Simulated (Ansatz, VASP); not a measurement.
## Sr in VASP and in Ansatz

```
Sr
1.0
     3.28907    0.00000    0.00000
    -1.64454    2.84842    0.00000
     0.00000    0.00000    5.05784
Sr
2
Cartesian
  0.0000 1.8989 1.2645
  1.6445 0.9495 3.7934
```

Alike in both runs: functional LDA; k mesh 14 × 14 × 8; occupations fermi-dirac, width 0.05 eV; no spin polarisation.

Ansatz relaxed the structure, and its values are those at the end. VASP's run is a single point on that final structure, the one shown.

|  | VASP | Ansatz |
| --- | --- | --- |
| version | VASP 6.6.1 | Ansatz 0.2.0 |
| potentials or method | VASP PAW LDA potentials, release 64 (Sr_sv) | PAW with Ansatz's default frozen-core files, scalar-relativistic |
| plane-wave cutoff (eV) | 520 | 420 |
| valence electrons in the cell | 20 | 20 |

Ansatz gave:

* pressure (GPa): 25.0

What did VASP give for the same quantities?

Pressure (GPa): 25.4.

Caveats: so large a pressure means that the cell lies far from this level's equilibrium, or that cutoff or potentials fall short (VASP).
